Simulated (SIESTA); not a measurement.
AlN, 4 atoms in the cell. Symmetry: P6_3mc, No. 186, hexagonal system. Conventional cell: a = 3.113 Å, b = 3.113 Å, c = 4.981 Å, α = 90.00°, β = 90.00°, γ = 120.00°. Around Al (site symmetry 3m) lie 4 N at 1.89 Å. Around N (site symmetry 3m) lie 4 Al at 1.89 Å. 

```yaml
Program: SIESTA 5.4.2
Task: band structure
Functional: PBE
Potentials_or_basis: PseudoDojo 0.4 standard (PBE files)
Basis: SZ (energy shift 0.01 Ry)
Grid_cutoff: 800 Ry
Energy_shift: 0.01 Ry
k_mesh: 10 × 10 × 6
Occupations: fermi-dirac, width 0.05 eV
Spin: no spin polarisation
```

Potentials or basis: PseudoDojo 0.4 standard (PBE files), SZ (energy shift 0.01 Ry).

Launch:

```console
$ siesta < AlN.fdf > AlN.out 2>&1
```

Hardware: 1 thread of Intel(R) Xeon(R) 6975P-C (Granite Rapids) (shared host).

Q: How long does it take, and how much memory?

A: Wall time 19 s on 1 thread of Intel(R) Xeon(R) 6975P-C (Granite Rapids) (shared host), peak memory 0.26 GiB. Counts: scf iterations 7, k points 338, bands 16.
